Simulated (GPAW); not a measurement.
# GaN (F-43m) in GPAW: reference runs

How does GaN come out in PBE? The cell is run as given and disturbed.

All numbers are computed with GPAW 26.7.0; they aren't measurements. Logs are shortened: lines on timing, memory, paths and dates and some standing lists are left out, and cuts for length are marked. The log counts tension as positive stress, the text compression.

**Experimental background.**

From a printed reference work, textbook, for a bulk crystal of GaN at 0 K: band gap 3.299 eV (direct).

The results are compared with them further down.

## (1) The crystal as given

Symmetry: F-43m, No. 216, cubic system. The conventional cell has a = 4.507 Å, b = 4.507 Å, c = 4.507 Å, α = 90.00°, β = 90.00°, γ = 90.00°. Ga (site symmetry -43m) has 4 N at 1.95 Å as nearest neighbours. N (site symmetry -43m) is surrounded by 4 Ga at 1.95 Å.

The cell is a database's computed one.

## (2) Single point, PBE

Input file run.py:

```python
from ase import Atoms
from ase.dft.bandgap import bandgap
from ase.io import write
from ase.units import Bohr, GPa
from gpaw import GPAW, PW
from gpaw.elf import elf_from_dft_calculation

atoms = Atoms(['Ga', 'N'],
              cell=[[0.0, 2.2535006075, 2.2535006075],
                    [2.2535006075, 0.0, 2.2535006075],
                    [2.2535006075, 2.2535006075, 0.0]],
              scaled_positions=[[0.0, 0.0, 0.0],
                                [0.25, 0.25, 0.25]],
              pbc=True)

calc = GPAW(mode=PW(800),
            xc='PBE',
            kpts={'size': (10, 10, 10), 'gamma': True},
            occupations={'name': 'fermi-dirac', 'width': 0.05},
            nbands=11,
            convergence={'density': 1e-05, 'energy': 1e-05},
            maxiter=150,
            txt='gpaw.txt')
atoms.calc = calc
energy = atoms.get_potential_energy()
forces = atoms.get_forces()
stress = atoms.get_stress()
calc.write('gs.gpw')
write('result.traj', atoms)
print(f'Energy: {energy:.6f} eV')
print('Forces (eV/A):')
print(forces.round(4))
print('Stress (GPa):', (stress / GPa).round(3))
print('Fermi level:', round(calc.get_fermi_level(), 4), 'eV')
print(f'Gap: {bandgap(calc)[0]:.4f} eV, direct: {bandgap(calc, direct=True)[0]:.4f} eV')

# fields on the real-space grid
write('density.cube', atoms, data=calc.get_pseudo_density() * Bohr**3)
write('potential.cube', atoms, data=calc.get_electrostatic_potential())
write('elf.cube', atoms, data=elf_from_dft_calculation(calc).data)
```

Potentials or basis: GPAW PAW data sets (gpaw-data 1.2.1), pw.

Launch:

```sh
$ OMP_NUM_THREADS=1 python run.py
```

gpaw.txt:

```text
__  _  _
 | _ |_)|_||  |
 |__||  | ||/\| - 26.7.0

Input parameters:
  mode=PW(ecut=800.0),
  convergence={'density': 1e-05, 'energy': 1e-05},
  kpts=MonkhorstPack(size=(10, 10, 10), gamma=True),
  maxiter=150,
  nbands=11,
  occupations=Occupations(name='fermi-dirac', width=0.05),
  xc=XC(name='PBE')

Diagonalizing LCAO Hamiltonian
Converting LCAO to pw mode

           N
       Ga

Atoms  # Å, Bohr magnetons
|   | symbol |        x |        y |        z |    initial magnetic moments |
|---|--------|----------|----------|----------|-----------------------------|
| 0 |     Ga | 0.000000 | 0.000000 | 0.000000 | ( 0.0000,  0.0000,  0.0000) |
| 1 |      N | 1.126750 | 1.126750 | 1.126750 | ( 0.0000,  0.0000,  0.0000) |

Unit cell  # Å
| periodic |        x |        y |        z |  lengths |    angles |
|----------|----------|----------|----------|----------|-----------|
|      yes | 0.000000 | 2.253501 | 2.253501 | 3.186931 | 60.000000 |
|      yes | 2.253501 | 0.000000 | 2.253501 | 3.186931 | 60.000000 |
|      yes | 2.253501 | 2.253501 | 0.000000 | 3.186931 | 60.000000 |

Number of symmetries: 24
Symmetry operations  # r_c * U_cc + t_c -> r_c
|    | kind |            matrix            |
|----|------|------------------------------|
|  0 |  E   |  1, 0, 0,  0, 1, 0,  0, 0, 1 |
|  1 |  σ   |  1, 0, 0,  0, 0, 1,  0, 1, 0 |
|  2 |  σ   |  1, 0,-1,  0, 1,-1,  0, 0,-1 |
|  3 |  C3  |  1, 0,-1,  0, 0,-1,  0, 1,-1 |
|  4 |  C3  |  1,-1, 0,  0,-1, 1,  0,-1, 0 |
|  5 |  σ   |  1,-1, 0,  0,-1, 0,  0,-1, 1 |
|  6 |  σ   |  0, 1, 0,  1, 0, 0,  0, 0, 1 |
|  7 |  C3  |  0, 1, 0,  0, 0, 1,  1, 0, 0 |
|  8 |  C2  |  0, 1,-1,  1, 0,-1,  0, 0,-1 |
|  9 |  S4  |  0, 1,-1,  0, 0,-1,  1, 0,-1 |
| 10 |  C3  |  0, 0, 1,  1, 0, 0,  0, 1, 0 |
| 11 |  σ   |  0, 0, 1,  0, 1, 0,  1, 0, 0 |
| 12 |  S4  |  0, 0,-1,  1, 0,-1,  0, 1,-1 |
| 13 |  C3  |  0, 0,-1,  0, 1,-1,  1, 0,-1 |
| 14 |  S4  |  0,-1, 1,  1,-1, 0,  0,-1, 0 |
| 15 |  C2  |  0,-1, 1,  0,-1, 0,  1,-1, 0 |
| 16 |  C3  |  0,-1, 0,  1,-1, 0,  0,-1, 1 |
| 17 |  S4  |  0,-1, 0,  0,-1, 1,  1,-1, 0 |
| 18 |  S4  | -1, 1, 0, -1, 0, 1, -1, 0, 0 |
| 19 |  C3  | -1, 1, 0, -1, 0, 0, -1, 0, 1 |
| 20 |  C3  | -1, 0, 1, -1, 1, 0, -1, 0, 0 |
| 21 |  S4  | -1, 0, 1, -1, 0, 0, -1, 1, 0 |
| 22 |  σ   | -1, 0, 0, -1, 1, 0, -1, 0, 1 |
| 23 |  C2  | -1, 0, 0, -1, 0, 1, -1, 1, 0 |

BZ-sampling:
  Number of BZ points: 1000
  Number of IBZ points: 47

  Monkhorst-Pack size: [10, 10, 10]
  Monkhorst-Pack shift: [0.05, 0.05, 0.05]

K-points  # in reciprocal-cell coordinates
|     |                                coordinates |     weight |
|-----|--------------------------------------------|------------|
|   0 | (  0.00000000,   0.00000000,   0.00000000) | 0.00100000 |
|   1 | (  0.10000000,   0.10000000,   0.00000000) | 0.00600000 |
|   2 | (  0.10000000,   0.10000000,   0.10000000) | 0.00800000 |
|   3 | (  0.20000000,   0.10000000,   0.10000000) | 0.01200000 |
|   4 | (  0.20000000,   0.20000000,   0.00000000) | 0.00600000 |
|   5 | (  0.20000000,   0.20000000,   0.10000000) | 0.02400000 |
|   6 | (  0.20000000,   0.20000000,   0.20000000) | 0.00800000 |
|   7 | (  0.30000000,   0.20000000,   0.10000000) | 0.02400000 |
|   8 | (  0.30000000,   0.20000000,   0.20000000) | 0.02400000 |
|   9 | (  0.30000000,   0.30000000,   0.00000000) | 0.00600000 |
| ... |                                            |            |
|  46 | (  0.50000000,   0.50000000,   0.50000000) | 0.00400000 |

Plane wave coefficients: 1243
Cutoff: 800.0 eV

Spin-components: 1 (collinear spins)
Bands:           11
Projectors:      10
Spin-degeneracy: 2
Datatype:        complex128

Density:
  Valence electrons: 8.0
  Components: 1
  Grid points: [21 21 21]
  Charge: 0.0  # |e|

Potential:
  Grid points: [21 21 21]

species:
  Ga:
    name:    Gallium
    Z:       31.0
    valence: 3
    core:    28
    charge:  0.0  # [|e|]
    compensation charges:
      type: gauss
      rc: 0.37  # [Å]
      lmax: 2
    cutoffs:
      filter: 2.06  # [Å]
      core: 4.17  # [Å]
    projectors
    | kind |    occ | energy [eV] | rcut [Å] |
    |------|--------|-------------|----------|
    |   4s |  2.000 |      -8.945 |    1.164 |
    |   4p |  1.000 |      -2.580 |    1.164 |
    |    s |        |      18.266 |    1.164 |
    |    p |        |      24.631 |    1.164 |
    |    d |        |       0.000 |    1.164 |

    Using partial waves for Ga as LCAO basis

  N:
    name:    Nitrogen
    Z:       7.0
    valence: 5
    core:    2
    charge:  0.0  # [|e|]
    compensation charges:
      type: gauss
      rc: 0.18  # [Å]
      lmax: 2
    cutoffs:
      filter: 1.11  # [Å]
      core: 0.96  # [Å]
    projectors
    | kind |    occ | energy [eV] | rcut [Å] |
    |------|--------|-------------|----------|
    |   2s |  2.000 |     -18.583 |    0.603 |
    |   2p |  3.000 |      -7.089 |    0.529 |
    |    s |        |       8.629 |    0.603 |
    |    p |        |      20.123 |    0.529 |
    |    d |        |       0.000 |    0.577 |

    Using partial waves for N as LCAO basis

Reference energy: -54366.393033  # eV

eigensolver:
  PPCG
  Converge bands: occupied
  niter=2

density mixing:
  MSR1-Mixer
  Pratt-step length: 0.05
  Maximum mixing coefficient: 0.75
  Old densities: 10
  SVD Regularization: 0.005
  Good broyden scale: 1.0
  Trust region scale: 1.0
  Backstep threshold: 4.0
  History deletion threshold: 6.0
  Fourier metric: weight=20.0, sigma=0.015

occupation numbers:
  Fermi-Dirac:
    width: 0.0500  # eV

poisson solver:
  ecut: 6400.0  # eV

xc functional:
[... 9 lines left out ...]
|iter     | |      energy | eigst |  dens |
|---------|-|-------------|-------|-------|
|iter:   1| |  -13.898402 | -0.17 |       |
|iter:   2| |  -13.404624 | -2.03 | -0.57 |
|iter:   3| |  -12.082042 | -0.69 | -0.62 |
|iter:   4| |  -12.081207 | -3.20 | -1.29 |
|iter:   5| |  -12.082243 | -3.50 | -1.56 |
|iter:   6| |  -12.082265 | -5.59 | -2.85 |
|iter:   7| |  -12.082276c| -6.24 | -3.18 |
|iter:   8| |  -12.082276c| -8.31c| -4.36 |
|iter:   9| |  -12.082276c| -7.99c| -4.84 |
|iter:  10| |  -12.082276c| -9.39c| -5.95c|

Converged in 10 steps
Energy contributions relative to reference atoms: (reference = -54366.393033)

Energy contributions:
  Kinetic:          34.119807
  Coulomb:         -30.033123
  Zero:              0.150524
  External:          0.000000
  Xc:              -16.319485
  Entropy:          -0.000000
  Spinorbit:         0.000000
  ----------------------------
  Free energy:     -12.082276
  Extrapolated:    -12.082276

dipole moment: (-12.564750, -12.564750, -12.564750)  # |e|*Ang

Fermi level: 7.312
Eigenvalues  # (at kpt = [0.000, 0.000, 0.000])
| band index |      eig [eV] | occ [0-2] |
|------------|---------------|-----------|
|          0 |        -9.463 |     2.000 |
|          1 |         6.390 |     2.000 |
|          2 |         6.390 |     2.000 |
|          3 |         6.390 |     2.000 |
|          4 |         8.229 |     0.000 |
|          5 |        16.799 |     0.000 |
|          6 |        16.799 |     0.000 |
|          7 |        16.799 |     0.000 |
|          8 |        24.087 |     0.000 |
|          9 |        24.815 |     0.000 |
|         10 |        24.827 |     0.000 |

Gap: 1.839 eV
Transition (v -> c):
  (s=0, k=0, n=3, [0.00, 0.00, 0.00]) -> (s=0, k=0, n=4, [0.00, 0.00, 0.00])
No difference between direct/indirect transitions

Forces  # eV/Ang
|        x |        y |       z |
|----------|----------|---------|
| -0.00000 | -0.00000 | 0.00000 |  # Ga   0
| -0.00000 |  0.00000 | 0.00000 |  # N    1

Stress tensor  # eV/Ang^3
|         x |         y |         z |
|-----------|-----------|-----------|
| -0.078334 |  0.000000 | -0.000000 |
|  0.000000 | -0.078334 |  0.000000 |
| -0.000000 |  0.000000 | -0.078334 |

# Writing to gs.gpw (mode='')
```

Run time: 11 s. Hardware: 1 thread of Intel Xeon 6975P-C (Granite Rapids), shared host; peak memory 0.15 GiB.

Results:

```yaml
Free_energy: -12.0823 eV
Pressure: 12.6 GPa
Band_gap_on_the_k_mesh: 1.84 eV, direct
```

Levels at points of the mesh, in eV from the valence-band top:
| k point | band 1 | band 2 | band 3 | band 4 | band 5 | band 6 | band 7 |
| --- | --- | --- | --- | --- | --- | --- | --- |
| (0.00, 0.00, 0.00) | -15.85 | 0.00 | 0.00 | 0.00 | 1.84 | 10.41 | 10.41 |
| (0.50, 0.50, 0.00) | -12.84 | -6.17 | -2.65 | -2.65 | 3.40 | 6.77 | 11.78 |
| (0.50, 0.50, 0.50) | -13.58 | -6.98 | -0.95 | -0.95 | 4.75 | 8.82 | 10.42 |

## (3) Single point, PBE (atoms moved at random, drawn with an rms of 0.05 Å)

Input file run.py:

```python
from ase.dft.bandgap import bandgap
from ase.io import read, write
from ase.units import GPa
from gpaw import GPAW, PW

atoms = read('POSCAR')

calc = GPAW(mode=PW(800),
            xc='PBE',
            kpts={'size': (10, 10, 10), 'gamma': True},
            occupations={'name': 'fermi-dirac', 'width': 0.05},
            nbands=11,
            convergence={'density': 1e-05, 'energy': 1e-05},
            maxiter=150,
            txt='gpaw.txt')
atoms.calc = calc
energy = atoms.get_potential_energy()
forces = atoms.get_forces()
stress = atoms.get_stress()
calc.write('gs.gpw')
write('result.traj', atoms)
print(f'Energy: {energy:.6f} eV')
print('Forces (eV/A):')
print(forces.round(4))
print('Stress (GPa):', (stress / GPa).round(3))
print('Fermi level:', round(calc.get_fermi_level(), 4), 'eV')
print(f'Gap: {bandgap(calc)[0]:.4f} eV, direct: {bandgap(calc, direct=True)[0]:.4f} eV')
```

Input file POSCAR:

```
GaN
1.0
    0.0000000000      2.2535006075      2.2535006075
    2.2535006075      0.0000000000      2.2535006075
    2.2535006075      2.2535006075      0.0000000000
Ga N
1 1
Direct
    0.0064260000     -0.0016860000     -0.0053100000
    0.2425010000      0.2481970000      0.2566230000
```

Potentials or basis: GPAW PAW data sets (gpaw-data 1.2.1), pw.

Launch:

```sh
$ OMP_NUM_THREADS=1 python run.py
```

gpaw.txt:

```text
__  _  _
 | _ |_)|_||  |
 |__||  | ||/\| - 26.7.0

Input parameters:
  mode=PW(ecut=800.0),
  convergence={'density': 1e-05, 'energy': 1e-05},
  kpts=MonkhorstPack(size=(10, 10, 10), gamma=True),
  maxiter=150,
  nbands=11,
  occupations=Occupations(name='fermi-dirac', width=0.05),
  xc=XC(name='PBE')

Diagonalizing LCAO Hamiltonian
Converting LCAO to pw mode

           N
       Ga

Atoms  # Å, Bohr magnetons
|   | symbol |         x |        y |        z |    initial magnetic moments |
|---|--------|-----------|----------|----------|-----------------------------|
| 0 |     Ga | -0.015765 | 0.002515 | 0.010682 | ( 0.0000,  0.0000,  0.0000) |
| 1 |      N |  1.137612 | 1.124776 | 1.105788 | ( 0.0000,  0.0000,  0.0000) |

Unit cell  # Å
| periodic |        x |        y |        z |  lengths |    angles |
|----------|----------|----------|----------|----------|-----------|
|      yes | 0.000000 | 2.253501 | 2.253501 | 3.186931 | 60.000000 |
|      yes | 2.253501 | 0.000000 | 2.253501 | 3.186931 | 60.000000 |
|      yes | 2.253501 | 2.253501 | 0.000000 | 3.186931 | 60.000000 |

Number of symmetries: 1
Symmetry operations  # r_c * U_cc + t_c -> r_c
|   | kind |            matrix            |
|---|------|------------------------------|
| 0 |  E   |  1, 0, 0,  0, 1, 0,  0, 0, 1 |

BZ-sampling:
  Number of BZ points: 1000
  Number of IBZ points: 504

  Monkhorst-Pack size: [10, 10, 10]
  Monkhorst-Pack shift: [0.05, 0.05, 0.05]

K-points  # in reciprocal-cell coordinates
|     |                                coordinates |     weight |
|-----|--------------------------------------------|------------|
|   0 | (  0.00000000,   0.00000000,   0.00000000) | 0.00100000 |
|   1 | (  0.00000000,   0.00000000,   0.10000000) | 0.00200000 |
|   2 | (  0.00000000,   0.00000000,   0.20000000) | 0.00200000 |
|   3 | (  0.00000000,   0.00000000,   0.30000000) | 0.00200000 |
|   4 | (  0.00000000,   0.00000000,   0.40000000) | 0.00200000 |
|   5 | (  0.00000000,   0.00000000,   0.50000000) | 0.00100000 |
|   6 | (  0.00000000,   0.10000000,  -0.40000000) | 0.00200000 |
|   7 | (  0.00000000,   0.10000000,  -0.30000000) | 0.00200000 |
|   8 | (  0.00000000,   0.10000000,  -0.20000000) | 0.00200000 |
|   9 | (  0.00000000,   0.10000000,  -0.10000000) | 0.00200000 |
| ... |                                            |            |
| 503 | (  0.50000000,   0.50000000,   0.50000000) | 0.00100000 |

Plane wave coefficients: 1243
Cutoff: 800.0 eV

Spin-components: 1 (collinear spins)
Bands:           11
Projectors:      10
Spin-degeneracy: 2
Datatype:        complex128

Density:
  Valence electrons: 8.0
  Components: 1
  Grid points: [21 21 21]
  Charge: 0.0  # |e|

Potential:
  Grid points: [21 21 21]

species:
  Ga:
    name:    Gallium
    Z:       31.0
    valence: 3
    core:    28
    charge:  0.0  # [|e|]
    compensation charges:
      type: gauss
      rc: 0.37  # [Å]
      lmax: 2
    cutoffs:
      filter: 2.06  # [Å]
      core: 4.17  # [Å]
    projectors
    | kind |    occ | energy [eV] | rcut [Å] |
    |------|--------|-------------|----------|
    |   4s |  2.000 |      -8.945 |    1.164 |
    |   4p |  1.000 |      -2.580 |    1.164 |
    |    s |        |      18.266 |    1.164 |
    |    p |        |      24.631 |    1.164 |
    |    d |        |       0.000 |    1.164 |

    Using partial waves for Ga as LCAO basis

  N:
    name:    Nitrogen
    Z:       7.0
    valence: 5
    core:    2
    charge:  0.0  # [|e|]
    compensation charges:
      type: gauss
      rc: 0.18  # [Å]
      lmax: 2
    cutoffs:
      filter: 1.11  # [Å]
      core: 0.96  # [Å]
    projectors
    | kind |    occ | energy [eV] | rcut [Å] |
    |------|--------|-------------|----------|
    |   2s |  2.000 |     -18.583 |    0.603 |
    |   2p |  3.000 |      -7.089 |    0.529 |
    |    s |        |       8.629 |    0.603 |
    |    p |        |      20.123 |    0.529 |
    |    d |        |       0.000 |    0.577 |

    Using partial waves for N as LCAO basis

Reference energy: -54366.393033  # eV

eigensolver:
  PPCG
  Converge bands: occupied
  niter=2

density mixing:
  MSR1-Mixer
  Pratt-step length: 0.05
  Maximum mixing coefficient: 0.75
  Old densities: 10
  SVD Regularization: 0.005
  Good broyden scale: 1.0
  Trust region scale: 1.0
  Backstep threshold: 4.0
  History deletion threshold: 6.0
  Fourier metric: weight=20.0, sigma=0.015

occupation numbers:
  Fermi-Dirac:
    width: 0.0500  # eV

poisson solver:
  ecut: 6400.0  # eV

xc functional:
[... 9 lines left out ...]
|iter     | |      energy | eigst |  dens |
|---------|-|-------------|-------|-------|
|iter:   1| |  -13.887790 | -0.18 |       |
|iter:   2| |  -13.393194 | -2.03 | -0.57 |
|iter:   3| |  -12.068397 | -0.69 | -0.62 |
|iter:   4| |  -12.067539 | -3.19 | -1.29 |
|iter:   5| |  -12.068565 | -3.50 | -1.56 |
|iter:   6| |  -12.068588 | -5.58 | -2.85 |
|iter:   7| |  -12.068599c| -6.24 | -3.18 |
|iter:   8| |  -12.068599c| -8.31c| -4.36 |
|iter:   9| |  -12.068599c| -7.99c| -4.84 |
|iter:  10| |  -12.068599c| -9.39c| -5.95c|

Converged in 10 steps
Energy contributions relative to reference atoms: (reference = -54366.393033)

Energy contributions:
  Kinetic:          34.268674
  Coulomb:         -30.155096
  Zero:              0.150790
  External:          0.000000
  Xc:              -16.332966
  Entropy:          -0.000000
  Spinorbit:         0.000000
  ----------------------------
  Free energy:     -12.068599
  Extrapolated:    -12.068599

dipole moment: (10.088511, -1.185536, -1.190351)  # |e|*Ang

Fermi level: 7.358
Eigenvalues  # (at kpt = [0.000, 0.000, 0.000])
| band index |      eig [eV] | occ [0-2] |
|------------|---------------|-----------|
|          0 |        -9.463 |     2.000 |
|          1 |         6.300 |     2.000 |
|          2 |         6.382 |     2.000 |
|          3 |         6.480 |     2.000 |
|          4 |         8.229 |     0.000 |
|          5 |        16.742 |     0.000 |
|          6 |        16.803 |     0.000 |
|          7 |        16.870 |     0.000 |
|          8 |        24.081 |     0.000 |
|          9 |        24.710 |     0.000 |
|         10 |        24.795 |     0.000 |

Gap: 1.749 eV
Transition (v -> c):
  (s=0, k=0, n=3, [0.00, 0.00, 0.00]) -> (s=0, k=0, n=4, [0.00, 0.00, 0.00])
No difference between direct/indirect transitions

Forces  # eV/Ang
|        x |        y |        z |
|----------|----------|----------|
|  0.42008 | -0.01123 | -0.50194 |  # Ga   0
| -0.42007 |  0.01122 |  0.50173 |  # N    1

Stress tensor  # eV/Ang^3
|         x |         y |         z |
|-----------|-----------|-----------|
| -0.079641 | -0.018567 | -0.000832 |
| -0.018567 | -0.080470 |  0.015548 |
| -0.000832 |  0.015548 | -0.079292 |

# Writing to gs.gpw (mode='')
```

stdout:

```text
Energy: -12.068599 eV
Forces (eV/A):
[[ 0.4201 -0.0112 -0.5019]
 [-0.4201  0.0112  0.5017]]
Stress (GPa): [-12.76  -12.893 -12.704   2.491  -0.133  -2.975]
Fermi level: 7.3576 eV
Gap: 1.7492 eV, direct: 1.7492 eV
```

Wall time 78 s (1 thread of Intel Xeon 6975P-C (Granite Rapids), shared host); peak memory 0.37 GiB.

Results:

```yaml
Free_energy: -12.0686 eV
Pressure: 12.8 GPa
Largest_force: 0.655 eV/Å
Band_gap_on_the_k_mesh: 1.75 eV, direct
```

Forces on the atoms (eV/Å):
```
Ga   0.420 -0.011 -0.502
N   -0.420  0.011  0.502
```

## (4) How close it comes

Step 2. Against the measured gap of GaN, 3.299 eV (direct; 0 K; a printed reference work, textbook), the calculated 1.84 eV is off by -1.46 eV. Spin-orbit coupling on Ga is left out. The value is that of PBE, without temperature or zero-point motion. Semilocal functionals fall short of measured gaps as a rule. The cell is a database's relaxed one, not the measured one, which moves gaps too.
